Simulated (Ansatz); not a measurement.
ZrN, 2 atoms in the cell. The structure is cubic, space group Fm-3m (No. 225). Conventional cell: a = 4.600 Å, b = 4.600 Å, c = 4.600 Å, α = 90.00°, β = 90.00°, γ = 90.00°. Zr (site symmetry m-3m) has 6 N at 2.30 Å as nearest neighbours. N (site symmetry m-3m) has 6 Zr at 2.30 Å as nearest neighbours. 

* Program: Ansatz 0.2.0
* Task: relaxation of cell and atoms
* Functional: PBEsol
* Potentials or basis: all-electron LAPW, scalar-relativistic
* Basis error allowed: 0.001 eV/atom
* k mesh: 10 × 10 × 10
* Occupations: fermi-dirac, width 0.05 eV
* Spin: no spin polarisation
* Target pressure: 20 GPa

Potentials or basis: all-electron LAPW, scalar-relativistic.

Command:

```sh
$ ansatz run input.yaml --threads 1 --pin off --max-ram 3072MiB --backend cpu --events-out ev --progress --plain --runs-dir out
```

Hardware: 1 thread of Arm Neoverse V2, with other jobs on the host.

**Question.** How long does it take, and how much memory?

**Answer.** Wall time 31 s on 1 thread of Arm Neoverse V2 (shared host), peak memory 0.3 GiB. Counts: scf iterations 31, plane waves 283, k points 47, bands 23, ion steps 6.
